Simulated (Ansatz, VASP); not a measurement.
# Al2O3 (Corundum): VASP beside Ansatz

```
CELL_PARAMETERS angstrom
2.41157 1.39232 4.38887
-2.41157 1.39232 4.38887
0.00000 -2.78464 4.38887
ATOMIC_POSITIONS crystal
Al 0.85216 0.85216 0.85216
Al 0.64784 0.64784 0.64784
Al 0.14784 0.14784 0.14784
Al 0.35216 0.35216 0.35216
O 0.05668 0.75000 0.44332
O 0.75000 0.44332 0.05668
O 0.44332 0.05668 0.75000
O 0.94332 0.25000 0.55668
O 0.25000 0.55668 0.94332
O 0.55668 0.94332 0.25000
```

Alike in both runs: task single point; functional PBE; k mesh 7 × 7 × 7; occupations fermi-dirac, width 0.05 eV; no spin polarisation.

|  | VASP | Ansatz |
| --- | --- | --- |
| version | VASP 6.6.1 | Ansatz 0.2.0 |
| potentials or method | VASP PAW PBE potentials, release 64 (Al, O) | SSSP precision PAW |
| plane-wave cutoff (eV) | 520 | 1020 |
| valence electrons in the cell | 48 | 48 |

```tsv
	VASP	Ansatz	Ansatz less VASP
gap on the k mesh at the Fermi level (eV)	5.73	5.73	0.000
least direct gap on the mesh (eV)	5.73	5.73	0.000
pressure (GPa)	-2.3	-1.7	+0.60
largest component of the traceless stress (GPa)	0.06	0.02	-0.044
rms of the force components (eV/Å)	0.027	0.034	+0.0067
```

Atom by atom the forces differ by 0.009 eV/Å (rms over components).

Caveats: an odd mesh through Γ misses points on the zone boundary, where band edges often lie (VASP); odd divisions of the mesh miss points on the zone boundary, where band edges often lie, so the gap on the mesh can be too wide (Ansatz). PBE gaps usually lie below the measured ones, often by a third to a half.
